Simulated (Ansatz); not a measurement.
Isolated molecules relaxed with PBE0-D4/def2-TZVP in Ansatz; ΔE leaves out vibrations. CBS: MP2 limit from def2 TZ/QZ plus the TZ coupled-cluster correction, frozen cores. Functionals use def2-TZVPP. def2 core potentials past Kr. For Sn outer-core shells are correlated without core-valence functions, which leaves a few kJ/mol of doubt a bond. One conformer a species, not always the lowest.

`N/C(O)=N\[SiH3]` + `[OH][Sn][OH]` → `[OH][Sn][O][SiH3]` + `N=C(N)O`  (ligand exchange at the Si–N bond)

CCSD(T)/CBS gives -40.9 kJ/mol.

Q: Another level gave -32.6 kJ/mol. Which?
A. PBE0/def2-TZVPP
B. SCS-MP2/def2-TZVPP
C. ωB97X-V/def2-TZVPP
D. HF/def2-TZVPP

A: A. PBE0 -32.6, SCS-MP2/def2-TZVPP -44.0, ωB97X-V -38.4, HF/def2-TZVPP -50.2 kJ/mol.

Largest T1 diagnostic among the species: 0.018.

From PBE to PBE0 (25 % exact exchange), in def2-TZVPP and without D4, ΔE moves by −3.2 kJ/mol. In def2-TZVPP, CCSD(T) changes the Hartree–Fock value by +8.0 kJ/mol (the triples alone add +1.9 kJ/mol) and MP2 by +10.5 kJ/mol.

CCSD(T)/CBS has its own doubt, a few kJ/mol and more with outer-core shells, so smaller differences from it don't rank the levels.
